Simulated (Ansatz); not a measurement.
Isolated molecules relaxed with PBE0-D4/def2-TZVP in Ansatz; ΔE leaves out vibrations. CCSD(T)/CBS is the MP2 limit (def2-TZVPP, def2-QZVPP) plus CCSD(T) − MP2 in def2-TZVPP, frozen cores. This one scheme is used for every species. DFT in def2-TZVPP. Elements past krypton have def2 core potentials. For Cd outer-core shells are correlated without core-valence functions, which leaves a few kJ/mol of doubt a bond. Each species was taken in one conformer, which may not be the lowest.

Consider the formal exchange of groups at a Cd–O bond: `[CH3][Cd][O]C(C)(C)C` + `CC` → `C[CH2][Cd][CH3]` + `CC(C)(C)O`.

`[CH3][Cd][O]C(C)(C)C`:

```xyz
19

C     1.499    0.818    3.602
Cd    0.337    0.647    1.876
O    -0.881    0.579    0.314
C    -0.569   -0.096   -0.876
C    -1.758    0.099   -1.812
C    -0.364   -1.586   -0.609
C     0.689    0.491   -1.512
H     2.549    0.652    3.359
H     1.388    1.815    4.029
H     1.184    0.079    4.339
H    -1.601   -0.398   -2.773
H    -2.661   -0.306   -1.352
H    -1.917    1.165   -1.990
H    -1.247   -2.001   -0.118
H    -0.181   -2.147   -1.529
H     0.499   -1.741    0.050
H     0.560    1.565   -1.667
H     0.919    0.025   -2.474
H     1.555    0.340   -0.857
```

`CC`:

Z-matrix (Å, degrees):
```
C
C 1 1.519
H 1 1.093 2 111.4
H 1 1.093 2 111.4 3 120.0
H 1 1.093 2 111.4 3 -120.0
H 2 1.093 1 111.4 3 180.0
H 2 1.093 1 111.4 3 -60.0
H 2 1.093 1 111.4 3 60.0
```

`C[CH2][Cd][CH3]`:

```xyz
12

C     0.543    1.076    1.869
C     0.869   -0.222    1.137
Cd   -0.151   -0.500   -0.711
C    -1.165   -0.777   -2.549
H    -0.520    1.150    2.118
H     1.096    1.163    2.812
H     0.791    1.958    1.273
H     1.943   -0.281    0.930
H     0.638   -1.084    1.770
H    -1.104    0.125   -3.162
H    -2.218   -1.005   -2.376
H    -0.722   -1.603   -3.110
```

`CC(C)(C)O`:

Z-matrix (Å, degrees):
```
C
C 1 1.523
H 1 1.093 2 111.3
H 1 1.092 2 110.2 3 120.5
H 1 1.095 2 110.7 3 -119.7
C 2 1.517 1 110.8 3 -61.9
C 2 1.523 1 110.7 3 61.4
O 2 1.426 1 109.7 3 -177.5
H 6 1.092 2 110.2 1 -178.1
H 6 1.092 2 110.2 1 -58.7
H 6 1.092 2 110.8 1 61.6
H 7 1.093 2 111.3 1 -61.3
H 7 1.092 2 110.2 1 178.2
H 7 1.095 2 110.7 1 58.4
H 8 0.961 2 108.1 1 -60.8
```

```
             level  ΔE (kJ/mol)
       LDA (SPW92)         49.3
            B97M-V         68.5
        r2SCAN0-D4         56.8
            r2SCAN         60.4
           LC-ωPBE         54.1
    MP2/def2-TZVPP         52.6
SCS-MP2/def2-TZVPP         55.7
SCS-MP2/def2-QZVPP         56.9
```

Problem. What does CCSD(T)/CBS give? (Best estimate.)

Solution. Computed: +56.8 kJ/mol. The listed levels differ from it by -7.5, 11.7, 0.0, 3.6, -2.7, -4.2, -1.1, 0.1 kJ/mol.

Largest T1 diagnostic among the species: 0.014.

Leaving LDA and LC-ωPBE aside and taking each functional with its dispersion term where it has one, the values, not all of them listed here, spread over 16.4 kJ/mol, from HSE06-D4 to B97M-V. At CCSD(T), def2-SVP lies +12.9 kJ/mol from the extrapolated value and def2-TZVPP −1.4 kJ/mol. The D4 term adds +5.8 kJ/mol with B3LYP and +3.6 kJ/mol with PBE0; it sums over pairs of atoms, weighted by their polarisabilities, and B3LYP, whose exchange is more repulsive, gets the larger term.

B3LYP here is the variant with VWN-RPA as its local correlation; programs differ in this.

CCSD(T)/CBS has its own doubt, a few kJ/mol and more with outer-core shells, so smaller differences from it don't rank the levels.
